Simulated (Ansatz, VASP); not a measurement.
Bi in VASP and in Ansatz

Contents of INCAR:

```
SYSTEM = Bi
ALGO = Normal
EDIFF = 1E-6
ENCUT = 520
ISIF = 2
ISMEAR = -1
LASPH = .True.
LCHARG = .False.
LREAL = .False.
LWAVE = .False.
NBANDS = 30
NELM = 80
PREC = Accurate
SIGMA = 0.1
```

Contents of KPOINTS:

```
k-points
0
Gamma
  8 8 11
  0 0 0
```

POSCAR

```
Bi
1.0
    5.7979248299      0.0000000000      0.0000000000
   -2.8989624150      5.0211501919      0.0000000000
    0.0000000000      0.0000000000      3.4242569144
Bi
3
Direct
    0.0000000000      1.0000000000      0.0000000000
    0.3333333333      0.6666666667      0.5000000000
    0.6666666667      0.3333333333      0.5000000000
```

Input for Ansatz:

```yaml
crystal:
  lattice:
    - [5.7979248299, 0.0, 0.0]
    - [-2.898962415, 5.0211501919, 0.0]
    - [0.0, 0.0, 3.4242569144]
  atoms:
    - { symbol: Bi, position: [0.0, 1.0, 0.0] }
    - { symbol: Bi, position: [0.3333333333, 0.6666666667, 0.5] }
    - { symbol: Bi, position: [0.6666666667, 0.3333333333, 0.5] }
hamiltonian:
  xc: lda
  pseudopotentials:
    kind: paw
    azcp:
      Bi: "pseudopotentials/Bi.paw.azcp"
basis:
  ecutwfc: 420
  fft_grid_basis: typed
kpoints:
  mp_grid: { grid: [8, 8, 11], shift: [0, 0, 0] }
magnetization:
  spin_polarized: false
scf:
  occupations: { method: fermi_dirac, width: 0.1 }
  lower_state_search: "off"
output:
  stress: true
```

Alike in both runs: task single point; functional LDA; k mesh 8 × 8 × 11; occupations fermi-dirac, width 0.1 eV; no spin polarisation.

|  | VASP | Ansatz |
| --- | --- | --- |
| version | VASP 6.6.1 | Ansatz 0.2.0 |
| potentials or method | VASP PAW LDA potentials, release 64 (Bi_d) | plane waves (420 eV) with PAW, scalar-relativistic |
| plane-wave cutoff (eV) | 520 | 420 |
| valence electrons in the cell | 45 | 45 |

```tsv
	VASP	Ansatz	Ansatz less VASP
pressure (GPa)	-5.4	-5.5	-0.07
largest component of the traceless stress (GPa)	0.27	0.25	-0.012
```

Ansatz warned: «pseudo_functional_mismatch».
